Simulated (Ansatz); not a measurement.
# Cu2O: a ladder of calculations

Cell of run 1: an entry of the Crystallography Open Database (COD), atoms as given.

```cif
data_Cu2O
_symmetry_space_group_name_H-M 'Pn-3m:1'
_symmetry_Int_Tables_number 224
_cell_length_a 4.2685
_cell_length_b 4.2685
_cell_length_c 4.2685
_cell_angle_alpha 90.000
_cell_angle_beta 90.000
_cell_angle_gamma 90.000
loop_
_atom_site_label
_atom_site_type_symbol
_atom_site_symmetry_multiplicity
_atom_site_Wyckoff_symbol
_atom_site_fract_x
_atom_site_fract_y
_atom_site_fract_z
Cu Cu 4 b 0.2500 0.2500 0.2500
O O 2 a 0.0000 0.0000 0.0000
```

One atom of each set is listed.

Relaxed positions (PBE, cell held):

Cu (0.2500, 0.2500, 0.2500)
O (0.0000, 0.0000, 0.0000)

All runs are DFT with Ansatz 0.2.0 (plane waves and PAW, scalar-relativistic unless spin–orbit coupling is named, Γ-centred meshes, Fermi–Dirac smearing where given) in this cell.

Run 1: PBE, atoms as given; 420 eV, 7×7×7 k-points, smearing 0.02 eV.
Run 2: r2SCAN, at the relaxed atoms; 500 eV, 7×7×7 k-points, smearing 0.02 eV.
Run 3: LDA, at the relaxed atoms; 420 eV, 7×7×7 k-points, smearing 0.02 eV.
Run 4: PBEsol, at the relaxed atoms; 420 eV, 7×7×7 k-points, smearing 0.02 eV.

```
run   Cu V_zz (η)
  1  -5.19 (0.00)
  2             ?
  3  -4.87 (0.00)
  4  -4.90 (0.00)
```

V_zz in 10²¹ V/m²; 1 of the 2 sets of like atoms are followed.

Question: Estimate the row of run 2.

Answer: Cu: -7.72 (0.00). It lies nearest to run 1, from whose tensors on these sites it differs by 2.53 at most (largest principal value of the difference, on Cu).

Semilocal functionals underestimate gradients at Cu(I) with two or three neighbours, in Cu₂O by a fifth to nearly a half. In run 4 the gap is small for the k-mesh or the smearing, and small gradients can still move by 0.1 × 10²¹ V/m² or more. The cell isn't the equilibrium one in run 3 (calculated pressure -9 GPa), and the entry's cell may itself be off.
